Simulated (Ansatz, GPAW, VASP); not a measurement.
## PbSe: programs and potentials compared

```
CELL_PARAMETERS angstrom
0.00000 3.06065 3.06065
3.06065 0.00000 3.06065
3.06065 3.06065 0.00000
ATOMIC_POSITIONS crystal
Pb 0.00000 0.00000 0.00000
Se 0.50000 0.50000 0.50000
```

Alike in all runs: task single point; functional PBE; k mesh 8 × 8 × 8; occupations gaussian, width 0.05 eV; no spin polarisation; no spin-orbit coupling. Pressure is positive in compression and, in plane waves, holds the error of the finite cutoff.

| program and potentials | plane-wave cutoff (eV) | notes | band gap (eV) | pressure (GPa) |
| --- | --- | --- | --- | --- |
| GPAW, GPAW PAW data sets (gpaw-data 1.2.1) | 600 | - | 0.24 | 2.22 |
| Ansatz, all-electron LAPW, scalar-relativistic | - | - | 0.28 | 2.43 |
| VASP, PBE PAW files Pb_d, Se, 520 eV | 520 | - | 0.29 | 2.40 |

The band gap spans 0.24 (GPAW, GPAW PAW data sets (gpaw-data 1.2.1)) to 0.29 eV (VASP, PBE PAW files Pb_d, Se, 520 eV), with all-electron results at 0.28. The pressure spans 2.22 (GPAW, GPAW PAW data sets (gpaw-data 1.2.1)) to 2.43 GPa (Ansatz, all-electron LAPW, scalar-relativistic), with all-electron results at 2.43. Spin-orbit coupling, left out here, moves the band edges of heavy atoms.

Differences between rows come from potentials, basis sets and numerical settings, since the functional is the same but for its coding. Runs on potential files found faulty are left out.

All three calculations give PbSe a small gap and place the cell under compression. The all-electron pressure of 2.43 GPa shows that the compression is not an artefact of the plane-wave cutoff. The cell is close to the measured one, and PBE tends to underbind heavy-element semiconductors, so it favours a larger volume.

The narrow gap reflects the lead lone pair. Filled Pb 6s states mix with Se 4p and push the valence edge up at L, where it faces a conduction edge of mainly Pb 6p character. Compression strengthens this repulsion and narrows the gap, so relaxing the cell within PBE would probably widen it.

The nearness of these gaps to experiment is probably fortuitous. Spin-orbit coupling would lower the Pb 6p edge by an amount comparable to the gap itself, and could close or invert it. The agreement between programs therefore supports the scalar-relativistic PBE description as reproducible, but not the predicted size of the gap or the ordering of the band edges in the real material.
